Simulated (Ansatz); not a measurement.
# P (R-3m) in Ansatz: equation of state

Aim: energy against volume of P in PBE, for its equilibrium volume and stiffness.

Program: Ansatz 0.2.0. These are calculated values, not measurements. Logs are shortened: lines on timing, memory, paths and dates and some standing lists are left out, and cuts for length are marked.

## 1. The crystal as given

The structure is trigonal, space group R-3m (No. 166). The conventional cell has a = 3.451 Å, b = 3.451 Å, c = 9.389 Å, α = 90.00°, β = 90.00°, γ = 120.00°. P (site symmetry 3m) has 3 P at 2.29 Å as nearest neighbours.

This isn't the form of P at room conditions, which is orthorhombic.

## 2. Single point, PBE, 15.18 Å³/atom (volume scaled by 0.94)

Input file input.yaml:

```yaml
crystal:
  lattice:
    - [1.6904964118, 0.9760085585, 3.0657910646]
    - [-1.6904964118, 0.9760085585, 3.0657910646]
    - [0.0, -1.9520171168, 3.0657910646]
  atoms:
    - { symbol: P, position: [0.77291975, 0.77291975, 0.77291975] }
    - { symbol: P, position: [0.22708025, 0.22708025, 0.22708025] }
hamiltonian:
  xc: pbe
  pseudopotentials: { kind: paw }
kpoints:
  mp_grid: { grid: [9, 9, 9] }
scf:
  occupations: { method: fermi_dirac, width: 0.05 }
output:
  forces: true
  stress: true
  eigenvalues: true
```

Potentials or basis: Ansatz PAW.

The run is started by

```
$ ansatz run input.yaml --threads 1 --pin off --max-ram 2560MiB --backend cpu --events-out ev --progress --plain --runs-dir out
```

The log of the run:

```text
Warning: RAYON_NUM_THREADS=1 ignored (pool sized by the plan → 1); use --threads N
Engine: ansatz 0.2.0, x86_64-unknown-linux-gnu
Pseudopotentials: kind: paw
Pseudopotential: P, paw, valence charge 5, recommended cutoff 420 eV (normal), P.paw.azcp
Functional definition: PBE
  parameter kappa = 0.804
  parameter beta = 0.06672455060314922
  exchange = pbe_x(kappa = kappa, mu = beta*pi^2/3)
  correlation = pbe_c(beta = beta)
Crystal: 2 atoms, lattice volume = 30.350 Å³
Basis set: ecut = 420 eV, 581 PW (Γ), exchange–correlation on 50×50×50 points (8 copies of the dense FFT grid, shifted against one another)
Bands: 9, of which v1, the nominal top of the filled ones, is band 5 counted from 1 (4 counted from 0)
Symmetry: 12 space group operations
Space group: R-3m (ITA 166), of the structure as read, at distance tolerance 3.1e-5 Å
k-points: 85 of 729
Non-local potential: P, projectors of the file, l = 0: 2, l = 1: 2, l = 2: 2
PAW form: soft (Blöchl's): semilocal exchange-correlation on the pseudo side does not see the compensation charge
PAW one-centre angular grid: P, 110 points (default); XC on 64 Gauss nodes
Initial density: superposition of atomic densities (neutral atoms: chi_scale 0, normalization atom), corrected by the library's trained network
Initial wavefunctions: pseudopotential atomic-orbital guess
Functional: x = pbe(κ = 0.804, μ = 0.2195149727645171), c = pbe(β = 0.06672455060314922)
SCF iter   1: F=—  HF=-1511.206490 eV  |F-HF|=—  |Δ(HF+E_count)|=         —  Δρ=2.57e-3  dr2=1.85e-3  ethr=1.77e-3  ⟨swp⟩=6.3  Hψ=6757  notcnv=0
preconditioner: auto → none  [insulator: Δε(μ)=0.183 eV  Ē_g=11.256 eV  σ=0.050 eV  W_gap=0.71  n_scr=8 (ndim 8)  ℏωp=21.3 eV  f_vac=0.000  D(μ)=0.23/eV (n_scr^D=0)  ε∞_Penn≈4.6]
SCF iter   2: F=—  HF=-1511.206008 eV  |F-HF|=—  |Δ(HF+E_count)|=   4.81e-4  Δρ=1.13e-3  dr2=3.16e-4  ethr=1.85e-5  ⟨swp⟩=2.2  Hψ=1872  notcnv=0
SCF iter   3: F=—  HF=-1511.205997 eV  |F-HF|=—  |Δ(HF+E_count)|=   1.12e-5  Δρ=2.92e-4  dr2=2.15e-5  ethr=3.16e-6  ⟨swp⟩=2.2  Hψ=1206  notcnv=0
SCF iter   4: F=—  HF=-1511.206000 eV  |F-HF|=—  |Δ(HF+E_count)|=   2.51e-6  Δρ=6.71e-5  dr2=8.43e-7  ethr=2.15e-7  ⟨swp⟩=2.6  Hψ=1098  notcnv=0
iter 5 did not close the SCF: its close was put off for the readings that it lacked (scf_convergence_deferred on its scf_iter line)
SCF iter   5: F=-1511.206000 eV  HF=-1511.206000 eV  |F-HF|=1.28e-8  |Δ(HF+E_count)|=   4.60e-7  Δρ=7.79e-6  dr2=2.58e-8  ethr=8.43e-9  ⟨swp⟩=2.3  Hψ=1164  notcnv=0
SCF iter   6: F=-1511.206000 eV  HF=-1511.206000 eV  |F-HF|=3.45e-10  |Δ(HF+E_count)|=   4.00e-9  Δρ=1.23e-6  dr2=5.49e-10  ethr=2.58e-10  ⟨swp⟩=4.3  Hψ=4326  notcnv=0
SCF 1 converged in 6 iterations: F = -1511.206000 eV  dr2 = 5.49e-10
SCF converged after 6 iterations
Free energy (F): -1511.206000 eV
Harris-Foulkes:  -1511.206000 eV  (|F-HF|=3.45e-10)
Internal energy: -1511.203772 eV  (E = F + TS)
E sigma→0 (E₀):  -1511.204886 eV
Entropy (-TS):   -0.002228 eV (-1.114 meV/atom)
Fermi energy:    11.157282 eV
--- Per-component energies (eV) ---
  E_band       = 36.287578
  E_kinetic    = 143.772225
  E_local      = -67.553099  (includes V_loc(G=0)·N_el)
  E_nonlocal   = 67.588916
  E_hartree    = 15.544121
  E_xc         = -124.426501
  E_vxc        = -123.581670  (∫ρ·V_xc dr)
  E_paw        = -1138.626620  (= ΣΔE_a)
  E_vpaw       = -15.026956  (= ΣTr[D̂ρ^β])
  E_aug_tail   = 0.000006  (compensation charges beyond the density's cutoff)
  E_ewald      = -407.502821
  E_smearing   = -0.002228  (= −TS)
  E_closure    = -0.000000  (closes the sum)
  Σ components = -1511.206000   (vs F -1511.206000, Δ=0.00e0)
--- Forces (eV/Å), atoms counted from 1 ---
  atom   1  P     -0.00000000    -0.00000000    -0.65023594
  atom   2  P      0.00000000     0.00000000     0.65023594
  max |Σ_I F_I| component: 3.93e-17 eV/Å
--- Stress (GPa, compression-positive) ---
        9.430075      -0.000000      -0.000000
       -0.000000       9.430075      -0.000000
       -0.000000      -0.000000       5.587844
  P = ⅓ Tr σ = 8.1493 GPa (81.493 kbar)
--- Band table (eV; the first three rows and the last of 85) ---
  k-point 0: bands = ["-6.0076", "7.8207", "7.9713", "8.1317", "8.1317", "12.5230", "13.8148", "13.8148", "16.9386"]
  k-point 1: bands = ["-5.7972", "6.0778", "7.7283", "7.9601", "9.1454", "13.0115", "13.8112", "13.9397", "15.7111"]
  k-point 2: bands = ["-5.1704", "3.7138", "7.5145", "7.6023", "9.8295", "12.6329", "13.0641", "13.2597", "16.4299"]
  k-point 84: bands = ["-3.7603", "0.0022", "6.5840", "7.6953", "10.2903", "11.6321", "12.8993", "14.8188", "18.7038"]
```

It took 1.2 s on 1 thread of INTEL XEON PLATINUM 8581C at 2.10GHz (Emerald Rapids), shared host; peak memory 0.3 GiB.

Results:

```
Free energy            : -1511.2060 eV
Pressure               : 8.1 GPa
Largest force          : 0.650 eV/Å
Band gap on the k mesh : none (metal or under the smearing width)
```

## 3. Single point, PBE, 15.50 Å³/atom (volume scaled by 0.96)

input.yaml, as its differences from that of step 2:

```diff
@@ -2,5 +2,5 @@
   lattice:
-    - [1.6904964118, 0.9760085585, 3.0657910646]
-    - [-1.6904964118, 0.9760085585, 3.0657910646]
-    - [0.0, -1.9520171168, 3.0657910646]
+    - [1.7024017084, 0.9828820846, 3.0873818539]
+    - [-1.7024017084, 0.9828820846, 3.0873818539]
+    - [0.0, -1.9657641692, 3.0873818539]
   atoms:
@@ -19 +19,5 @@
   eigenvalues: true
+  write_density: true
+  write_potential: true
+  elf: true
+  volumetric_format: npy
```

Potentials or basis: Ansatz PAW.

The run is started by

```
$ ansatz run input.yaml --threads 1 --pin off --max-ram 2560MiB --backend cpu --events-out ev --progress --plain --runs-dir out
```

Wall time 1.5 s (1 thread of INTEL XEON PLATINUM 8581C at 2.10GHz (Emerald Rapids), shared host); peak memory 0.31 GiB.

It converged, with:

| Item | Value |
| --- | --- |
| Free energy | -1511.2339 eV |
| Pressure | 5.7 GPa |
| Largest force | 0.494 eV/Å |
| Band gap on the k mesh | none (metal or under the smearing width) |

## 4. Single point, PBE, 15.82 Å³/atom (volume scaled by 0.98)

Input file input.yaml:

```yaml
crystal:
  lattice:
    - [1.7141427808, 0.989660796, 3.1086748154]
    - [-1.7141427808, 0.989660796, 3.1086748154]
    - [0.0, -1.9793215919, 3.1086748154]
  atoms:
    - { symbol: P, position: [0.77291975, 0.77291975, 0.77291975] }
    - { symbol: P, position: [0.22708025, 0.22708025, 0.22708025] }
hamiltonian:
  xc: pbe
  pseudopotentials: { kind: paw }
kpoints:
  mp_grid: { grid: [9, 9, 9] }
scf:
  occupations: { method: fermi_dirac, width: 0.05 }
output:
  forces: true
  stress: true
  eigenvalues: true
```

The run is started by

```
$ ansatz run input.yaml --threads 1 --pin off --max-ram 2560MiB --backend cpu --events-out ev --progress --plain --runs-dir out
```

Run time: 1.2 s. Hardware: 1 thread of INTEL XEON PLATINUM 8581C at 2.10GHz (Emerald Rapids), shared host; peak memory 0.3 GiB.

Results (log left out):

```yaml
Free_energy: -1511.2528 eV
Pressure: 3.6 GPa
Largest_force: 0.364 eV/Å
Band_gap_on_the_k_mesh: none (metal or under the smearing width)
```

## 5. Single point, PBE, 16.14 Å³/atom

input.yaml, as its differences from that of step 4:

```diff
@@ -2,5 +2,5 @@
   lattice:
-    - [1.7141427808, 0.989660796, 3.1086748154]
-    - [-1.7141427808, 0.989660796, 3.1086748154]
-    - [0.0, -1.9793215919, 3.1086748154]
+    - [1.725725178, 0.9963478961, 3.1296800121]
+    - [-1.725725178, 0.9963478961, 3.1296800121]
+    - [0.0, -1.9926957921, 3.1296800121]
   atoms:
@@ -19 +19,5 @@
   eigenvalues: true
+  write_density: true
+  write_potential: true
+  elf: true
+  volumetric_format: npy
```

The run is started by

```
$ ansatz run input.yaml --threads 1 --pin off --max-ram 2560MiB --backend cpu --events-out ev --progress --plain --runs-dir out
```

It took 1.5 s on 1 thread of INTEL XEON PLATINUM 8581C at 2.10GHz (Emerald Rapids), shared host; peak memory 0.31 GiB.

Results (log left out):

```yaml
Free_energy: -1511.2636 eV
Pressure: 1.8 GPa
Largest_force: 0.240 eV/Å
Band_gap_on_the_k_mesh: none (metal or under the smearing width)
```

## 6. Single point, PBE, 16.47 Å³/atom (volume scaled by 1.02)

input.yaml, as its differences from that of step 5:

```diff
@@ -2,5 +2,5 @@
   lattice:
-    - [1.725725178, 0.9963478961, 3.1296800121]
-    - [-1.725725178, 0.9963478961, 3.1296800121]
-    - [0.0, -1.9926957921, 3.1296800121]
+    - [1.7371541546, 1.0029464188, 3.1504069738]
+    - [-1.7371541546, 1.0029464188, 3.1504069738]
+    - [0.0, -2.0058928376, 3.1504069738]
   atoms:
```

Potentials or basis: Ansatz PAW.

The run is started by

```
$ ansatz run input.yaml --threads 1 --pin off --max-ram 2560MiB --backend cpu --events-out ev --progress --plain --runs-dir out
```

Wall time 1.6 s (1 thread of INTEL XEON PLATINUM 8581C at 2.10GHz (Emerald Rapids), shared host); peak memory 0.31 GiB.

It converged, with:

```
Free energy            : -1511.2673 eV
Pressure               : 0.1 GPa
Largest force          : 0.100 eV/Å
Band gap on the k mesh : none (metal or under the smearing width)
```

## 7. Single point, PBE, 16.79 Å³/atom (volume scaled by 1.04)

Input file input.yaml:

```yaml
crystal:
  lattice:
    - [1.7484346925, 1.0094592404, 3.1708647352]
    - [-1.7484346925, 1.0094592404, 3.1708647352]
    - [0.0, -2.0189184807, 3.1708647352]
  atoms:
    - { symbol: P, position: [0.77291975, 0.77291975, 0.77291975] }
    - { symbol: P, position: [0.22708025, 0.22708025, 0.22708025] }
hamiltonian:
  xc: pbe
  pseudopotentials: { kind: paw }
kpoints:
  mp_grid: { grid: [9, 9, 9] }
scf:
  occupations: { method: fermi_dirac, width: 0.05 }
output:
  forces: true
  stress: true
  eigenvalues: true
```

The run is started by

```
$ ansatz run input.yaml --threads 1 --pin off --max-ram 2560MiB --backend cpu --events-out ev --progress --plain --runs-dir out
```

It took 1.2 s on 1 thread of INTEL XEON PLATINUM 8581C at 2.10GHz (Emerald Rapids), shared host; peak memory 0.31 GiB.

The run converged. Its results:

- Free energy: -1511.2642 eV
- Pressure: -1.6 GPa
- Largest force: 0.036 eV/Å
- Band gap on the k mesh: none (metal or under the smearing width)

## 8. Single point, PBE, 17.11 Å³/atom (volume scaled by 1.06)

input.yaml, as its differences from that of step 7:

```diff
@@ -2,5 +2,5 @@
   lattice:
-    - [1.7484346925, 1.0094592404, 3.1708647352]
-    - [-1.7484346925, 1.0094592404, 3.1708647352]
-    - [0.0, -2.0189184807, 3.1708647352]
+    - [1.7595715195, 1.0158890905, 3.1910618704]
+    - [-1.7595715195, 1.0158890905, 3.1910618704]
+    - [0.0, -2.0317781808, 3.1910618704]
   atoms:
@@ -19 +19,5 @@
   eigenvalues: true
+  write_density: true
+  write_potential: true
+  elf: true
+  volumetric_format: npy
```

The run is started by

```
$ ansatz run input.yaml --threads 1 --pin off --max-ram 2560MiB --backend cpu --events-out ev --progress --plain --runs-dir out
```

Run time: 1.6 s. Hardware: 1 thread of INTEL XEON PLATINUM 8581C at 2.10GHz (Emerald Rapids), shared host; peak memory 0.32 GiB.

Results (log left out):

```
Free energy            : -1511.2549 eV
Pressure               : -3.1 GPa
Largest force          : 0.160 eV/Å
Band gap on the k mesh : none (metal or under the smearing width)
```

## 9. Equation of state, PBE

Potentials or basis: Ansatz PAW.

This step only gathers the single runs of the series.

Results:

```yaml
Equilibrium_volume: 16.47 Å³/atom
Bulk_modulus_at_fixed_shape_and_positions: 85 GPa
Pressure_derivative_of_the_bulk_modulus: "3.6 (rough: it moves with the points fitted)"
```

Energy against volume, from the lowest point:
```
volume (Å³/atom)  energy (meV/atom)
          15.175              30.66
          15.498              16.71
          15.821               7.27
          16.144               1.86
          16.467               0.00
          16.789               1.53
          17.112               6.23
```

Caveat: the cell was scaled at fixed shape and fractional positions, which overstates the stiffness of a crystal with free parameters, most of all of layers and chains.
